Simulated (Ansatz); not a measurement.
TiO2: 17O NMR of the central transition

Cell: a computed structure from the Materials Project (it need not be an observed phase).

```cif
data_TiO2
_symmetry_space_group_name_H-M 'I4/m'
_symmetry_Int_Tables_number 87
_cell_length_a 10.1949
_cell_length_b 10.1949
_cell_length_c 2.9674
_cell_angle_alpha 90.000
_cell_angle_beta 90.000
_cell_angle_gamma 90.000
loop_
_atom_site_label
_atom_site_type_symbol
_atom_site_symmetry_multiplicity
_atom_site_Wyckoff_symbol
_atom_site_fract_x
_atom_site_fract_y
_atom_site_fract_z
Ti Ti 8 h 0.1726 0.3555 0.0000
O5 O 8 h 0.9590 0.6637 0.5000
O9 O 8 h 0.7910 0.8434 0.0000
```

One atom of each set is listed; the run and its k-mesh use a cell of 12 atoms with edges of 7.36, 7.36, 7.36 Å.

All values are calculated (Ansatz; DFT, r2SCAN, plane waves and PAW, scalar-relativistic, 500 eV cutoff, Γ-centred 8×8×8 k-points, Fermi–Dirac smearing 0.02 eV), not measured.

17O has I = 5/2 and Q = -25.58 mb (Pyykkö 2018); at 9.4 T its Larmor frequency is ν₀ = 54.3 MHz. Only the quadrupole interaction is simulated: positions count from each site's isotropic chemical shift, and J coupling is left out, as are shift anisotropy and dipolar coupling, which fast spinning averages.

**Question.** Give C_Q, η, the quadrupolar product P_Q = |C_Q|(1 + η²/3)^½, the second-order isotropic shift and the breadth of the pattern (fast magic-angle spinning) for each O site.

**Answer.** 

```csv
site,first shell,C_Q (MHz),η,P_Q (MHz),δ_QIS (ppm),breadth (kHz)
O5,3 Ti at 1.89–2.01 Å,1.29,0.05,1.29,-3.38,0.400
O9,3 Ti at 1.92–2.06 Å,-0.493,0.32,0.501,-0.512,0.0639
```

δ_QIS = −(ν_Q²/30ν₀²)[I(I+1) − 3/4](1 + η²/3) × 10⁶ ppm with ν_Q = 3|C_Q|/[2I(2I−1)]; it falls as 1/B₀² in ppm, and the breadth as 1/B₀ in kHz.

At O5 V_zz stands upright on the plane through its three neighbours (within 1°).
